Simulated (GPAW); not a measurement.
## Ge: band structure with PBEsol

**Measured values to compare with.**

“Electronic and optical properties of SixGe1-x-ySny alloys lattice-matched to Ge”, 2021, arxiv:2109.02782 reports, for a bulk crystal of Ge at 300 K: band gap 0.807 eV (direct).

Crystal: Ge.

```
CELL_PARAMETERS angstrom
0.00000 2.82891 2.82891
2.82891 0.00000 2.82891
2.82891 2.82891 0.00000
ATOMIC_POSITIONS crystal
Ge 0.75000 0.75000 0.75000
Ge 0.50000 0.50000 0.50000
```

```
Program                   : GPAW 26.7.0
Task                      : band structure
Functional                : PBEsol
Potentials or basis       : PAW data sets generated in the run's folder for this functional
Cutoff                    : 600 eV
Basis                     : pw
k mesh                    : 6 × 6 × 6
Occupations               : fermi-dirac, width 0.05 eV
Spin                      : spin-orbit coupling, no magnetisation
Maxiter                   : 150
Band path                 : GXWKGLUWLK,UX
Band points               : 60
spin axis theta (degrees) : 54.7
spin axis phi (degrees)   : 45
Soc after scf             : second variation
```

| Quantity | Value |
| --- | --- |
| Pressure | 1.0 GPa |
| Band gap along the path | none (metal or under the smearing width) |

Levels at the corners of the path, in eV from the Fermi level:
| point | band 4 | band 5 | band 6 | band 7 | band 8 | band 9 | band 10 | band 11 | band 12 | band 13 |
| --- | --- | --- | --- | --- | --- | --- | --- | --- | --- | --- |
| Γ | -0.27 | -0.02 | -0.02 | 0.04 | 0.04 | 0.04 | 0.04 | 2.32 | 2.32 | 2.54 |
| X | -8.96 | -3.15 | -3.15 | -3.15 | -3.15 | 0.59 | 0.59 | 0.59 | 0.59 | 9.43 |
| W | -8.85 | -4.05 | -4.05 | -3.97 | -3.97 | 4.16 | 4.16 | 4.31 | 4.31 | 4.57 |
| K | -8.37 | -4.45 | -4.45 | -2.71 | -2.71 | 1.01 | 1.01 | 3.97 | 3.97 | 7.11 |
| Γ | -0.27 | -0.02 | -0.02 | 0.04 | 0.04 | 0.04 | 0.04 | 2.32 | 2.32 | 2.54 |
| L | -7.69 | -1.57 | -1.57 | -1.38 | -1.38 | 0.07 | 0.07 | 3.59 | 3.59 | 3.69 |
| U | -8.37 | -4.45 | -4.45 | -2.71 | -2.71 | 1.01 | 1.01 | 3.97 | 3.97 | 7.11 |
| W | -8.85 | -4.05 | -4.05 | -3.97 | -3.97 | 4.16 | 4.16 | 4.31 | 4.31 | 4.57 |
| L | -7.69 | -1.57 | -1.57 | -1.38 | -1.38 | 0.07 | 0.07 | 3.59 | 3.59 | 3.69 |
| K | -8.37 | -4.45 | -4.45 | -2.71 | -2.71 | 1.01 | 1.01 | 3.97 | 3.97 | 7.11 |
| U | -8.37 | -4.45 | -4.45 | -2.71 | -2.71 | 1.01 | 1.01 | 3.97 | 3.97 | 7.11 |
| X | -8.96 | -3.15 | -3.15 | -3.15 | -3.15 | 0.59 | 0.59 | 0.59 | 0.59 | 9.43 |

Run time: 24 s on 1 thread of Arm Neoverse V1 (shared host), peak memory 0.21 GiB.

Against the measured gap of Ge, 0.807 eV (direct; 300 K; “Electronic and optical properties of SixGe1-x-ySny alloys lattice-matched to Ge”, 2021, arxiv:2109.02782), the calculated 0.00 eV is off by -0.81 eV. 3 values of this kind are on record (0.666 to 0.807 eV); this one was drawn at random among those near their median. The value is that of PBEsol, without temperature or zero-point motion. Semilocal functionals fall short of measured gaps as a rule.

Caveat: spin-orbit coupling was added after a scalar SCF, so levels and gaps hold it while energy, forces, pressure and moments don't; this program's spin-orbit splittings come out too wide for heavy elements; this crystal is a semiconductor, whose small gap the functional closes, so the metal is an error of the method.
